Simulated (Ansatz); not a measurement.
Here is the system:

RuO2:
```cif
data_O4Ru2
_chemical_formula_sum 'Ru2 O4'
_space_group_name_H-M_alt 'P 1'
_space_group_IT_number 1
_cell_length_a 4.46529
_cell_length_b 4.46529
_cell_length_c 3.09256
_cell_angle_alpha 90.000
_cell_angle_beta 90.000
_cell_angle_gamma 90.000
loop_
_space_group_symop_operation_xyz
  'x, y, z'
loop_
_atom_site_label
_atom_site_type_symbol
_atom_site_fract_x
_atom_site_fract_y
_atom_site_fract_z
_atom_site_occupancy
Ru1 Ru 0.50000 0.50000 0.50000 1
Ru2 Ru 0.00000 0.00000 0.00000 1
O1 O 0.80611 0.19389 0.50000 1
O2 O 0.19389 0.80611 0.50000 1
O3 O 0.30611 0.30611 0.00000 1
O4 O 0.69389 0.69389 0.00000 1
```

This is the PBEsol-relaxed structure.

All from PBEsol in the plane-wave PAW code Ansatz, unless another level is named. Predict the electronic character.

metallic (no gap).

Next, the formation energy from the elements (no fitted shifts)?

-1.07 eV/atom.

Predict the gap with spin–orbit coupling.

none (metallic).

Space group P4_2/mnm (rutile). The PBEsol relaxation kept the symmetry of its start; of distortions, only those at the zone centre were tested. No spin polarisation was allowed. The references are the lowest solids computed at this level, not always the standard phases (solids in place of the gases). Spin–orbit coupling is left out wherever it is not named.

Potentials: the later of the program's two PAW sets.
